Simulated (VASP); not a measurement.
# MnS: G0W0, by functional and Hubbard U

MnS, Fm-3m (no. 225), 4 atoms in the cell.

| Functional | Hubbard U | Quasiparticle gap on the mesh (eV) | Gap of the starting point on the mesh (eV) | Quasiparticle gap at the zone centre (eV) | Starting gap at the zone centre (eV) | Correction of the gap between the band edges on the mesh (eV) | Time (s) |
|---|---|---|---|---|---|---|---|
| PBE | – | 2.54 | 1.16 | 3.71 | 2.49 | 1.38 | 162 |
| PBE | Mn shell d, U 3 | 4.31 | 2.29 | 4.98 | 3.56 | 2.02 | 155 |
| PBE | Mn shell d, U 5 | 4.58 | 2.90 | 5.06 | 3.83 | 1.68 | 151 |
| HSE06 | – | 4.14 | 3.34 | 5.60 | 4.83 | 0.80 | 1412 |

Limits: the mesh is coarse: neither the gap nor the screening is converged.

## Input of the first row

INCAR.step1:
```
SYSTEM = MnS
PREC = Accurate ; ENCUT = 300
ISMEAR = 0 ; SIGMA = 0.05
LASPH = .TRUE. ; LREAL = .FALSE.
ISPIN = 2 ; MAGMOM = 4 -4 0 0
LORBIT = 11 ; LMAXMIX = 4
GGA = PE ; ALGO = All
EDIFF = 1E-8 ; NELM = 150
LWAVE = .TRUE. ; LCHARG = .FALSE.
ISEARCH = 1 ; KPAR = 4
```

INCAR.step2, as INCAR.step1 but for:
```
- ALGO = All
- NELM = 150
- ISEARCH = 1
+ ALGO = Exact
+ NELM = 1
+ ISTART = 1
+ NBANDS = 200
+ LOPTICS = .TRUE.
```

INCAR.step3, as INCAR.step2 but for:
```
- ALGO = Exact
- NELM = 1
- EDIFF = 1E-8
- LWAVE = .TRUE.
- LOPTICS = .TRUE.
+ ALGO = EVGW0
+ NBANDSGW = 23
+ ENCUTGW = 130
+ NOMEGA = 48
+ PRECFOCK = Fast
+ LWAVE = .FALSE.
+ NELMGW = 1
```

KPOINTS:
```
k-points
0
Gamma
  3 3 3
```

POSCAR:
```
MnS
1.0
    5.2090000000      2.6045000000      2.6045000000
    2.6045000000      5.2090000000      2.6045000000
    2.6045000000      2.6045000000      5.2090000000
Mn S
2 2
Direct
    0.0000000000      0.0000000000      0.0000000000
    0.5000000000      0.5000000000      0.5000000000
    0.2500000000      0.2500000000      0.2500000000
    0.7500000000      0.7500000000      0.7500000000
```

Commands (each step's output is kept before the next begins):
```
cat potpaw_PBE.64/Mn_GW/POTCAR potpaw_PBE.64/S_GW/POTCAR > POTCAR
cp INCAR.step1 INCAR
mpirun -np 4 vasp_std > vasp.out
cp INCAR.step2 INCAR
mpirun -np 4 vasp_std > vasp.out
cp INCAR.step3 INCAR
mpirun -np 4 vasp_std > vasp.out
```

Changes of row 3 against the first:
```
(all steps)
+ LDAU = True
+ LDAUTYPE = 2
+ LDAUL = 2 -1
+ LDAUU = 5 0
+ LDAUJ = 0 0
```

VASP 6.6.1 took 162 s on 4 cores (AMD EPYC 9R45 (Zen 5)), a shared host.
